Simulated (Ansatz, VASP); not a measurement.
**Ag in VASP and in Ansatz**

The input INCAR:

```
SYSTEM = Ag
  ALGO = Normal
  EDIFF = 1E-7
  ENCUT = 520
  ISIF = 2
  ISMEAR = -1
  LASPH = .TRUE.
  LCHARG = .FALSE.
  LREAL = .FALSE.
  LWAVE = .FALSE.
  NBANDS = 12
  NELM = 60
  PREC = Accurate
  SIGMA = 0.05
```

Contents of KPOINTS:

```
k-points
0
G
  11 11 11
  0 0 0
```

POSCAR

```
Ag
1.0
    0.0000000000      2.0151418859      2.0151418859
    2.0151418859      0.0000000000      2.0151418859
    2.0151418859      2.0151418859      0.0000000000
Ag
1
Direct
    0.0000000000      0.0000000000      0.0000000000
```

The input input.yaml:

```yaml
crystal:
  lattice:
    - [0.0, 2.0151418859, 2.0151418859]
    - [2.0151418859, 0.0, 2.0151418859]
    - [2.0151418859, 2.0151418859, 0.0]
  atoms:
    - { symbol: Ag, position: [0.0, 0.0, 0.0] }
kpoints:
  mp_grid: { grid: [11, 11, 11] }
scf:
  occupations: { method: fermi_dirac, width: 0.05 }
hamiltonian:
  xc: lda
  pseudopotentials: { kind: all_electron, lapw: { basis_error: 0.001 } }
output:
  forces: true
  stress: true
  eigenvalues: true
```

Change from the starting cell: volume scaled by 0.96.

Alike in both runs: task single point; functional LDA; k mesh 11 × 11 × 11; occupations fermi-dirac, width 0.05 eV; no spin polarisation.

|  | VASP | Ansatz |
| --- | --- | --- |
| version | VASP 6.6.1 | Ansatz 0.2.0 |
| potentials or method | VASP PAW LDA potentials, release 64 (Ag) | all-electron LAPW, scalar-relativistic |
| plane-wave cutoff (eV) | 520 | see its input |

```tsv
	VASP	Ansatz	Ansatz less VASP
gap on the k mesh at the Fermi level (eV)	none	none	-
pressure (GPa)	-3.0	-3.2	-0.14
```

A gap of «none» marks a metal or a gap that the smearing closes. Ansatz ran all-electron here, so the differences hold the error of VASP's frozen core and of both bases.
